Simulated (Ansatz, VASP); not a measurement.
Two plane-wave programs on NaF

The input INCAR:

```
  PREC = Accurate
  ENCUT = 600
  EDIFF = 1E-7
  ISMEAR = 0
  SIGMA = 0.02
  LREAL = F
  LASPH = T
  NELM = 100
  ALGO = Normal
  ISIF = 3
  LWAVE = F
  LCHARG = F
  GGA = PE
  IBRION = 2
  NSW = 100
  EDIFFG = -0.01
```

File KPOINTS:

```
Automatic mesh
0
Gamma
  8 8 4
```

The input POSCAR:

```
NaF
1.0
    3.3315466535      0.0000000000      0.0000000000
    0.0000000000      3.3315466535      0.0000000000
    0.0000000000      0.0000000000      6.0388836790
Na F
2 2
Direct
    0.0000000000      0.5000000000      0.0000000000
    0.5000000000      0.0000000000      0.5000000000
    0.5000000000      0.5000000000      0.2500000000
    0.5000000000      0.5000000000      0.7500000000
```

Input for Ansatz:

```yaml
crystal:
  lattice:
    - [3.3315466535, 0.0, 0.0]
    - [0.0, 3.3315466535, 0.0]
    - [0.0, 0.0, 6.038883679]
  atoms:
    - { symbol: Na, position: [0.0, 0.5, 0.0] }
    - { symbol: Na, position: [0.5, 0.0, 0.5] }
    - { symbol: F, position: [0.5, 0.5, 0.25] }
    - { symbol: F, position: [0.5, 0.5, 0.75] }
basis:
  ecutwfc: 420
kpoints:
  mp_grid: { grid: [8, 8, 4] }
hamiltonian:
  xc: pbe
scf:
  occupations: { method: gaussian, width: 0.02 }
output:
  forces: true
  stress: true
  eigenvalues: true
relax:
  adjacent_minimum: "off"
  f_tol: 0.01
  max_steps: 80
  cell: { stress_tol: 0.05 }
```

Change from the starting cell: ordered vacancies on the anion sites of fluorite (P4_2/mmc, No. 131).

Alike in both runs: task relaxation of cell and atoms; functional PBE; k mesh 8 × 8 × 4; occupations gaussian, width 0.02 eV; no spin polarisation.

|  | VASP | Ansatz |
| --- | --- | --- |
| version | VASP 6.6.1 | Ansatz 0.2.0 |
| potentials or method | VASP PAW PBE potentials, release 64 (Na_pv, F) | scalar-relativistic, plane waves, PAW |
| plane-wave cutoff (eV) | 600 | 420 |
| valence electrons in the cell | 28 | 32 |

```tsv
	VASP	Ansatz	Ansatz less VASP
gap on the k mesh at the Fermi level, each at its own relaxed structure (eV)	4.65	4.65	+0.003
relaxed volume (Å³/atom)	16.68	16.76	+0.072
relaxed cell length with the largest relative difference (Å)	3.325	3.332	+0.0063
```

The two sets of potentials don't hold the same shells in valence.

A k mesh can miss the band edges.
